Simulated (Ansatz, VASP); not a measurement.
**GaN: VASP beside Ansatz**

File POSCAR:

```
GaN
1.0
    0.0000000000      2.2030426700      2.2030426700
    2.2030426700      0.0000000000      2.2030426700
    2.2030426700      2.2030426700      0.0000000000
Ga N
1 1
Direct
    0.0000000000      0.0000000000      0.0000000000
    0.2500000000      0.2500000000      0.2500000000
```

File INCAR.step1:

```
PREC = Accurate
ENCUT = 520
ISMEAR = 0
SIGMA = 0.01
LREAL = False
LASPH = True
NELM = 60
NBANDS = 16
GGA = PE
ALGO = Normal
EDIFF = 1E-4
LWAVE = True
LCHARG = False
```

File INCAR.step2:

```
PREC = Accurate
ENCUT = 520
EDIFF = 1E-6
ISMEAR = 0
SIGMA = 0.01
LREAL = False
LASPH = True
NELM = 60
ALGO = Normal
ISIF = 2
LWAVE = False
LCHARG = True
METAGGA = R2SCAN
LMIXTAU = True
LELF = True
LVHAR = True
NBANDS = 16
ISTART = 1
```

The input KPOINTS:

```
regular mesh
0
Gamma
  8 8 8
```

Input for Ansatz:

```yaml
crystal:
  lattice:
    - [0.0, 2.20304267, 2.20304267]
    - [2.20304267, 0.0, 2.20304267]
    - [2.20304267, 2.20304267, 0.0]
  atoms:
    - { symbol: Ga, position: [0.0, 0.0, 0.0] }
    - { symbol: "N", position: [0.25, 0.25, 0.25] }
kpoints:
  mp_grid: { grid: [8, 8, 8] }
hamiltonian:
  xc: r2scan
scf:
  occupations: { method: fixed }
  n_extra_bands: 4
output:
  forces: true
  stress: true
  eigenvalues: true
```

Alike in both runs: task single point; functional r2SCAN; k mesh 8 × 8 × 8; no spin polarisation.

|  | VASP | Ansatz |
| --- | --- | --- |
| version | VASP 6.6.1 | Ansatz 0.2.0 |
| potentials or method | VASP PAW PBE potentials, release 64 (Ga_d, N) | plane waves, PAW |
| plane-wave cutoff (eV) | 520 | 500 |
| occupations | gaussian, width 0.01 eV | fixed |
| valence electrons in the cell | 18 | 18 |

Ansatz gave:

- gap on the k mesh at the Fermi level (eV): 2.58
- pressure (GPa): 13.9

Question: Estimate VASP's values.

Answer: gap on the k mesh at the Fermi level (eV): 2.57; pressure (GPa): 15.2.

Caveats: so large a pressure means that the cell lies far from this level's equilibrium, or that cutoff or potentials fall short (VASP); the potentials were made for another functional, which shifts forces and pressure (VASP). r2SCAN opens gaps a little over a GGA but as a rule still falls short of measured ones.
